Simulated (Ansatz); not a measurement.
# Nb: levels along high-symmetry lines

```
CELL_PARAMETERS angstrom
0.00000 2.95626 2.95626
2.95626 0.00000 2.95626
2.95626 2.95626 0.00000
ATOMIC_POSITIONS crystal
Nb 0.00000 0.00000 0.00000
Nb 0.25000 0.25000 0.25000
```

Atoms are numbered in the order listed.

Conventional cell: a = 5.913 Å, b = 5.913 Å, c = 5.913 Å, α = 90.00°, β = 90.00°, γ = 90.00°. Around Nb (atom 1) lie 4 Nb at 2.56 Å.

The structure comes from a relaxation in the same program, started in the diamond type, and has space group Fd-3m. Whether it is a known phase or the ground state wasn't checked.

Theory: DFT, PBE, all-electron LAPW, scalar-relativistic in Ansatz 0.2.0.

Numerical set-up: a Γ-centred 11×11×11 k mesh, Fermi–Dirac smearing of 0.08 eV, basis error target 0.5 meV/atom, no spin polarisation.

Points in fractions of the reciprocal vectors of this cell: Γ (0, 0, 0), X (0.5, 0, 0.5), U (0.625, 0.25, 0.625), K (0.375, 0.375, 0.75), L (0.5, 0.5, 0.5), W (0.5, 0.25, 0.75). The path joins them by straight lines in the order Γ–X–U–K–Γ–L–W–X; legs that retrace an earlier one aren't tabulated. Energies are in eV from the Fermi level.

Question: List the levels at Γ between -14 and 4 eV.

Answer: -4.39, -1.43 (×2), -0.53 (×3), 1.90 (×3).

Question: List the levels at L between -14 and 4 eV.

Answer: -1.79, -1.54, -1.25 (×2), -0.75 (×2), 0.66, 2.98 (×2).

Question: List the levels at K between -14 and 4 eV.

Answer: -2.55, -2.02, -1.13, -0.36, 0.22, 0.96, 1.00, 1.23, 3.31.

Question: What is the band gap?

Answer: none: bands cross the Fermi level, a metal.
